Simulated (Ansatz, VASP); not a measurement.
**HfO2: VASP beside Ansatz**

File INCAR:

```
PREC = Accurate ; ENCUT = 520
EDIFF = 1E-6 ; ISMEAR = 0
SIGMA = 0.05 ; LREAL = False
LASPH = True ; NELM = 80
ALGO = Normal ; ISIF = 2
LWAVE = False ; LCHARG = False
GGA = PE ; NBANDS = 18
```

The input KPOINTS:

```
Automatic mesh
0
Gamma
  8 8 8
```

File POSCAR:

```
HfO2
1.0
    0.0000000000      2.4850856172      2.4850856172
    2.4850856172      0.0000000000      2.4850856172
    2.4850856172      2.4850856172      0.0000000000
Hf O
1 2
Direct
    0.0000000000      0.0000000000      0.0000000000
    0.2500000000      0.2500000000      0.2500000000
    0.7500000000      0.7500000000      0.7500000000
```

Input for Ansatz:

```yaml
crystal:
  lattice:
    - [0.0, 2.4850856172, 2.4850856172]
    - [2.4850856172, 0.0, 2.4850856172]
    - [2.4850856172, 2.4850856172, 0.0]
  atoms:
    - { symbol: Hf, position: [0.0, 0.0, 0.0] }
    - { symbol: O, position: [0.25, 0.25, 0.25] }
    - { symbol: O, position: [0.75, 0.75, 0.75] }
basis:
  ecutwfc: 420
kpoints:
  mp_grid: { grid: [8, 8, 8] }
hamiltonian:
  xc: pbe
scf:
  occupations: { method: gaussian, width: 0.05 }
output:
  forces: true
  stress: true
  eigenvalues: true
```

Change from the starting cell: strain -0.025 along x and y, -0.025 along z, atoms carried along.

Alike in both runs: task single point; functional PBE; k mesh 8 × 8 × 8; occupations gaussian, width 0.05 eV; no spin polarisation.

|  | VASP | Ansatz |
| --- | --- | --- |
| version | VASP 6.6.1 | Ansatz 0.2.0 |
| potentials or method | VASP PAW PBE potentials, release 64 (Hf_pv, O) | scalar-relativistic, plane waves, PAW |
| plane-wave cutoff (eV) | 520 | 420 |
| valence electrons in the cell | 22 | 38 |

|  | VASP | Ansatz | Ansatz less VASP |
| --- | --- | --- | --- |
| gap on the k mesh at the Fermi level (eV) | 3.96 | 3.93 | -0.034 |
| least direct gap on the mesh (eV) | 3.96 | 3.93 | -0.034 |
| pressure (GPa) | 17.6 | 21.9 | +4.34 |

With one functional, cell and mesh, what is left measures potentials, basis and numerics. The two sets of potentials don't hold the same shells in valence.

Caveats: so large a pressure means that the cell lies far from this level's equilibrium, or that cutoff or potentials fall short (VASP); spin-orbit coupling is left out, which moves the levels of the heavy elements. A k mesh can miss the band edges.
